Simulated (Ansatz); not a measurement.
Structure: RbBr (NiAs type), at its r2SCAN minimum. It is hexagonal, P6_3/mmc (No. 194); a = 4.771 Å, c = 8.410 Å in the conventional setting, 41.45 Å³ an atom. Rb has 6 Br at 3.47 Å; Br has 6 Rb at 3.47 Å.

```cif
data_structure
_symmetry_space_group_name_H-M 'P6_3/mmc'
_symmetry_Int_Tables_number 194
_cell_length_a 4.7711
_cell_length_b 4.7711
_cell_length_c 8.4102
_cell_angle_alpha 90.000
_cell_angle_beta 90.000
_cell_angle_gamma 120.000
_cell_volume 165.79
loop_
_atom_site_label
_atom_site_type_symbol
_atom_site_symmetry_multiplicity
_atom_site_Wyckoff_symbol
_atom_site_fract_x
_atom_site_fract_y
_atom_site_fract_z
_atom_site_occupancy
Rb1 Rb 2 a 0.00000 0.00000 0.00000 1
Br1 Br 2 c 0.33333 0.66667 0.25000 1
```

The questions ask for values computed with the plane-wave code Ansatz on this geometry. Simulation only: non-magnetic, and no claim that this is the phase found in nature.

Given (6×6×4 mesh): The PBE gap is direct at Γ: 4.23 eV.

Q: How does the gap change from PBE to LDA (6×6×4)?

A: LDA gives a direct gap of 3.83 eV at Γ. The gap differs by -0.40 eV from PBE's.

Q: What does PBE+SOC give for the gap (6×6×4 mesh)?

A: With PBE+SOC the gap is 4.07 eV and direct, at Γ. The gap differs by -0.16 eV from PBE's.

Q: Estimate the gap with PBE0 on 6×6×2.

A: The PBE0 gap is direct at Γ: 6.10 eV. The gap differs by +1.87 eV from PBE's.

Q: What does LC-ωPBE give for the gap (6×6×2 mesh)?

A: LC-ωPBE gives a direct gap of 10.48 eV at Γ. The gap differs by +6.25 eV from PBE's.

Q: Order these levels by the gap that they give, smallest first.
A. HSE06
B. DDH-PBE0
C. PBE0
D. r2SCAN
E. LDA
F. LC-ωPBE
G. PBE

A: E (3.83 eV), G (4.23 eV), D (4.84 eV), A (5.39 eV), C (6.10 eV), B (7.23 eV), F (10.48 eV).

Q: What does G0W0@PBE with 494 empty bands, a screening cutoff of 120 eV and a 6×6×2 mesh give?

A: 6.68 eV (PBE's gap over the path plus the quasiparticle shift read on the mesh). Over the mesh points the PBE gap of 4.23 eV becomes a quasiparticle gap of 6.68 eV (direct at Γ), a change of +2.45 eV. Renormalisation factors Z lie between 0.80 and 0.86. G0W0 here is at a finite number of bands, screening cutoff and k mesh, not at the basis limit.

Q: Roughly how does the cost of the PBE+SOC run (6×6×4) compare with r2SCAN's (6×6×4)?

A: About 4 times as much (40 core-seconds against 11 core-seconds, on 2 threads of Arm Neoverse V2 (shared host)).

Q: How strongly does the crystal screen a field with clamped ions (r2SCAN)?

A: The clamped-ion dielectric constant comes out as 2.40 along x and y, 2.44 along z. Born charges, averaged over directions: Rb +1.14, Br -1.14 e.

Q: Relaxed again with PBEsol, is the cell stable at the zone centre, and where do its optical modes lie?

A: The zone-centre optical frequencies run from 54 to 100 cm⁻¹, none imaginary (the rest of the zone wasn't tested). With the long-range field the highest mode reaches 127 cm⁻¹.

Only the levels marked +SOC include spin-orbit coupling.

The meshes of the hybrids are coarse, so their gaps aren't converged to the digits shown.
